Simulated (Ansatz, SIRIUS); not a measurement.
Given: the input of a run of Ansatz 0.2.0 on Ta2N. Atoms were shifted at random by some hundredths of an Å from the given cell, which wasn't relaxed again for these runs. The cell comes from a database or a generator and needn't be the stable form of this composition.

Contents of input.yaml:

```yaml
crystal:
  lattice:
    - [3.112861506, 0.0, 0.0]
    - [-1.556430753, 2.6958171426, 0.0]
    - [0.0, 0.0, 4.869841]
  atoms:
    - { symbol: Ta, position: [0.324603, 0.653424, 0.251293] }
    - { symbol: Ta, position: [0.690688, 0.342229, 0.743211] }
    - { symbol: "N", position: [-0.001655, 0.005883, 0.003957] }
kpoints:
  mp_grid: { grid: [10, 10, 6] }
scf:
  occupations: { method: fermi_dirac, width: 0.05 }
hamiltonian:
  xc: pbesol
  pseudopotentials: { kind: all_electron, lapw: { basis_error: 0.001 } }
output:
  forces: true
  stress: true
  eigenvalues: true
  populations: true
```

Potentials or basis: all-electron LAPW, scalar-relativistic.

Run with:

```bash
$ ansatz run input.yaml --threads 2 --pin off --max-ram 8192MiB --backend cpu --events-out ev --progress --plain --runs-dir out
```

Problem. What does the same run look like in SIRIUS 7.12.0? Potentials or basis there: PseudoDojo 0.4.1 PBEsol standard (scalar relativistic), cutoff 1152 eV.

Solution. As run (cutoffs and basis follow the program's own potentials, and thresholds, step limits or extra output files can differ):

sirius.json

```json
{
  "control": {
    "processing_unit": "cpu",
    "verbosity": 2,
    "num_bands_to_print": 24,
    "print_forces": true,
    "print_stress": true
  },
  "parameters": {
    "electronic_structure_method": "pseudopotential",
    "xc_functionals": ["XC_GGA_X_PBE_SOL", "XC_GGA_C_PBE_SOL"],
    "gk_cutoff": 9.2,
    "pw_cutoff": 18.4,
    "ngridk": [10, 10, 6],
    "shiftk": [0, 0, 0],
    "smearing": "fermi_dirac",
    "smearing_width": 0.0018374661,
    "num_bands": 24,
    "num_mag_dims": 0,
    "num_dft_iter": 100,
    "energy_tol": 1e-08,
    "density_tol": 1e-06
  },
  "iterative_solver": {
    "type": "davidson",
    "min_tolerance": 1e-10
  },
  "mixer": {
    "type": "anderson",
    "beta": 0.7,
    "max_history": 8
  },
  "settings": {
    "tol_ne": 1e-10,
    "pseudo_grid_cutoff": 6.5
  },
  "unit_cell": {
    "lattice_vectors": [
      [1.0, 0.0, 0.0],
      [-0.5, 0.866025403766, 0.0],
      [0.0, 0.0, 1.564425847605]
    ],
    "lattice_vectors_scale": 5.8824557102,
    "atom_coordinate_units": "lattice",
    "atom_types": ["Ta", "N"],
    "atom_files": {
      "N": "N.json",
      "Ta": "Ta.json"
    },
    "atoms": {
      "Ta": [
        [0.324603, 0.653424, 0.251293],
        [0.690688, 0.342229, 0.743211]
      ],
      "N": [
        [-0.001655, 0.005883, 0.003957]
      ]
    }
  }
}
```

Potentials or basis: PseudoDojo 0.4.1 PBEsol standard (scalar relativistic).

Run with:

```bash
$ upf_to_json N.upf
$ upf_to_json Ta.upf
$ OMP_NUM_THREADS=4 sirius.scf --input=sirius.json --output=out.json --task=0
```

Both were run:

|  | Ansatz | SIRIUS |
| --- | --- | --- |
| Pressure | -8.4 GPa | -8.5 GPa |
| Largest force | 0.752 eV/Å | 0.747 eV/Å |

Where Ansatz's input types no cutoff or centring, it takes its own default and a Γ-centred mesh.

Pressure is positive in compression.
